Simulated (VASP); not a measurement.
A run of VASP 6.6.1:

File INCAR:

```
SYSTEM = BAs
PREC = Accurate ; ENCUT = 600
EDIFF = 1E-6 ; ISMEAR = 0
SIGMA = 0.03 ; LREAL = .False.
LASPH = .True. ; NELM = 80
ALGO = Normal ; ISIF = 3
LWAVE = .False. ; LCHARG = .False.
IBRION = 2 ; NSW = 90
EDIFFG = -0.01
```

Contents of KPOINTS:

```
Automatic mesh
0
Gamma
  10 10 10
  0 0 0
```

File POSCAR:

```
BAs
1.0
    0.0000000000      2.3885000000      2.3885000000
    2.3885000000      0.0000000000      2.3885000000
    2.3885000000      2.3885000000      0.0000000000
B As
1 1
Direct
    0.0000000000      0.0000000000      0.0000000000
    0.2500000000      0.2500000000      0.2500000000
```

Potentials or basis: VASP PAW LDA potentials, release 64 (B, As).

Run with:

```console
$ cat potpaw_LDA.64/B/POTCAR potpaw_LDA.64/As/POTCAR > POTCAR
$ mpirun -np 1 vasp_std > vasp.out
```

Hardware: 1 thread of AMD EPYC 7R43 64-Core Processor (Zen 3), on a shared host.

Question: How long does it take, and how much memory?

Answer: Run time: 40 s on 1 thread of AMD EPYC 7R43 64-Core Processor (Zen 3), with other jobs on the host, peak memory 0.12 GiB. Counts: scf iterations 24, k points 47, ion steps 3.
